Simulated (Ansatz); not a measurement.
A relaxation computed with Ansatz, from input to last step.

```yaml
crystal:
  lattice:
    - [-1.9001769157, 1.9001769157, 4.8490344533]
    - [1.9001769157, -1.9001769157, 4.8490344533]
    - [1.9001769157, 1.9001769157, -4.8490344533]
  atoms:
    - { symbol: Ti, position: [0.0, 0.0, 0.0] }
    - { symbol: Ti, position: [0.75, 0.25, 0.5] }
    - { symbol: O, position: [0.7937060255, 0.7937060255, 0.0] }
    - { symbol: O, position: [0.2062939745, 0.2062939745, 0.0] }
    - { symbol: O, position: [0.9562939745, 0.4562939745, 0.5] }
    - { symbol: O, position: [0.5437060255, 0.0437060255, 0.5] }
basis:
  ecutwfc: 420
kpoints:
  mp_grid: { grid: [10, 10, 10] }
hamiltonian:
  xc: pbe
scf:
  occupations: { method: gaussian, width: 0.02 }
output:
  forces: true
  stress: true
  eigenvalues: true
relax:
  adjacent_minimum: "off"
  f_tol: 0.01
  max_steps: 60
  cell: { stress_tol: 0.1 }
```

```bash
ansatz run input.yaml --threads 1 --pin off --max-ram 2560MiB --backend cpu --events-out ev --progress --plain --runs-dir out
```

The calculation used Ansatz, DFT PBE, scalar-relativistic, plane waves, PAW.

Of 4 frames 3 are shown, positions in Å and forces in eV/Å; the SCF threshold varies from step to step. Steps run on the plane waves of an earlier cell, with a Pulay correction in the pressure. The basis is chosen afresh for the last frame, the zero of the energies, and at times for earlier ones too; energy and pressure step there, also at an unchanged geometry.

```xyz
6
Lattice="-1.9002 1.9002 4.8490 1.9002 -1.9002 4.8490 1.9002 1.9002 -4.8490" Properties=species:S:1:pos:R:3:forces:R:3 pbc="T T T" step=1 free_energy_over_end_meV_per_atom=0.02 pressure_GPa=-0.03
Ti    0.0000    0.0000    0.0000    0.0000    0.0000    0.0000
Ti    0.0000    1.9002    2.4245    0.0000    0.0000    0.0000
O     0.0000    0.0000    7.6974    0.0000    0.0000   -0.0272
O     0.0000    0.0000    2.0007    0.0000    0.0000    0.0272
O     0.0000    1.9002    4.4252    0.0000    0.0000    0.0272
O     0.0000    1.9002    0.4239    0.0000    0.0000   -0.0272
6
Lattice="-1.9000 1.9000 4.8482 1.9000 -1.9000 4.8482 1.9000 1.9000 -4.8482" Properties=species:S:1:pos:R:3:forces:R:3 pbc="T T T" step=2 free_energy_over_end_meV_per_atom=-0.01 pressure_GPa=-0.01
Ti    0.0000    0.0000    0.0000    0.0000    0.0000    0.0000
Ti    0.0000    1.9000    2.4241    0.0000    0.0000    0.0000
O     0.0000    0.0000    7.6951    0.0000    0.0000   -0.0151
O     0.0000    0.0000    2.0013    0.0000    0.0000    0.0151
O     0.0000    1.9000    4.4255    0.0000    0.0000    0.0151
O     0.0000    1.9000    0.4228    0.0000    0.0000   -0.0151
6
Lattice="-1.8997 1.8997 4.8488 1.8997 -1.8997 4.8488 1.8997 1.8997 -4.8488" Properties=species:S:1:pos:R:3:forces:R:3 pbc="T T T" step=4 free_energy_over_end_meV_per_atom=0.00 pressure_GPa=-0.02
Ti    0.0000    0.0000    0.0000    0.0000    0.0000    0.0000
Ti    0.0000    1.8997    2.4244    0.0000    0.0000    0.0000
O     0.0000    0.0000    7.6950    0.0000    0.0000    0.0002
O     0.0000    0.0000    2.0025    0.0000    0.0000   -0.0002
O     0.0000    1.8997    4.4269    0.0000    0.0000   -0.0002
O     0.0000    1.8997    0.4219    0.0000    0.0000    0.0002
```

Time: 47 s on 1 thread of Intel(R) Xeon(R) Platinum 8259CL CPU @ 2.50GHz (Skylake/Cascade Lake), with other jobs on the host, peak memory 0.53 GiB.